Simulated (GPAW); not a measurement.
Runs of GPAW 26.7.0 on GaN. Symmetry: P6_3mc, No. 186, hexagonal system. Conventional cell: a = 3.180 Å, b = 3.180 Å, c = 5.166 Å, α = 90.00°, β = 90.00°, γ = 120.00°. Ga (site symmetry 3m) has 4 N at 1.94 to 1.95 Å as nearest neighbours. Around N (site symmetry 3m) lie 4 Ga at 1.94 to 1.95 Å. 

```csv
task,level,potentials or basis,spin,cell,k mesh,cutoff (eV),smearing,maxiter,optimizer,fmax,max steps,eigensolver,other keys,gap on the mesh (eV),pressure (GPa),relaxed volume (Å³/atom),largest force (eV/Å)
single point,PBE,"GPAW PAW data sets (gpaw-data 1.2.1), pw",off,as given,8 × 8 × 4,600,fermi-dirac 0.05 eV,120,-,-,-,-,-,2.05,9.7,-,0.18
relaxation of cell and atoms,r2SCAN,"GPAW PAW data sets (gpaw-data 1.2.1), pw",off,relaxed,7 × 7 × 4,800,fermi-dirac 0.05 eV,150,LBFGS,0.01 eV/Å,100,-,-,2.33,0.0,11.67,0.01
relaxation of cell and atoms,TPSS+D3,"GPAW PAW data sets (gpaw-data 1.2.1), pw",off,relaxed,7 × 7 × 4,800,fermi-dirac 0.05 eV,150,FIRE,0.02 eV/Å,40,davidson,-,1.66,0.1,(b),0.01
relaxation of cell and atoms,SOGGA,"PAW data sets generated in the run's folder for this functional, pw",off,relaxed to 1 GPa,7 × 7 × 4,800,fermi-dirac 0.05 eV,150,FIRE,0.02 eV/Å,40,-,-,1.80,1.1,-,-
dielectric tensor,PBE,"GPAW PAW data sets (gpaw-data 1.2.1), pw",off,as given,8 × 8 × 4,600,fermi-dirac 0.001 eV,150,-,-,-,-,-,2.05,-,-,-
single point,PBE,"GPAW PAW data sets (gpaw-data 1.2.1), pw",off,as given,12 × 12 × 7,800,fermi-dirac 0.05 eV,50,-,-,-,-,"several, not listed",2.09,15.3,-,0.18
band structure,r2SCAN,"GPAW PAW data sets (gpaw-data 1.2.1), pw","SOC, no magnetisation",as given,7 × 7 × 4,800,fermi-dirac 0.05 eV,150,-,-,-,-,-,(a),7.2,-,0.18
```

Q: Estimate the missing entries.

A: (a) 2.54; (b) 11.83.

Caveats: the data sets keep Ga 3d, Li 1s and Be 1s frozen, and some such compounds lay over 1.5 % in volume off other programs (some runs); later steps reuse the first step's grids (some runs); the PAW data sets were made with another functional, which shifts forces and pressure a little (some runs); the cutoff is short for stress and forces, so pressures can be off by a GPa or more (some runs); the long-wavelength limit can be off by a per cent or two (some runs); an odd mesh through Γ misses points on the zone boundary, where band edges often lie (some runs); so large a pressure means that the cell lies far from this level's equilibrium, or that cutoff or potentials fall short (some runs).

A k mesh can miss the band edges, and rows without SOC leave out spin-orbit coupling on Ga.
